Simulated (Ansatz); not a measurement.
Results of r²SCAN0 in Ansatz (PAW) for rock-salt NaBr.

Run with plane-wave cutoff 520 eV, 8×8×8 k mesh, Fermi–Dirac smearing 0.01 eV, scalar-relativistic PAW data made under PBE.

Energies at three volumes about the minimum:

```tsv
V (Å³/atom)	E − E_lowest (meV/atom)
25.427	1.22
26.162	0.00
26.731	1.06
```

Q: Fit a parabola by hand: where is the minimum, what lattice constant follows, and what is the bulk modulus?

A: Slopes: (0.00 − 1.22)/(26.162 − 25.427) = -1.660 and (1.06 − 0.00)/(26.731 − 26.162) = 1.863 meV/Å³. Curvature E″ = 2 × (1.863 − (-1.660))/(26.731 − 25.427) = 5.403 meV/Å⁶. From the middle of the first interval, the slope vanishes at V0 = 25.7945 − (-1.660)/5.403 = 26.102 Å³/atom. B = V0 E″ = 26.102 × 5.403 meV/Å³ × 0.1602 GPa per meV/Å³ = 22.6 GPa. With 8 atoms in the cube, a = (8 × 26.102)^(1/3) = 5.933 Å. The full Birch–Murnaghan fit to all volumes gives V0 = 26.087 Å³/atom and B0 = 22.7 GPa.

Measured, for comparison: bulk modulus 22.6 GPa (4 K, zero-point motion not removed; as tabulated in Doll and Stoll (1998), arXiv:cond-mat/9801031); lattice constant a 5.926 Å (low temperature, zero-point motion not removed; as tabulated in Doll and Stoll (1998), arXiv:cond-mat/9801031). Computed (rounded) less measured: bulk modulus +0.4 %.

Ansatz is a first-principles code.
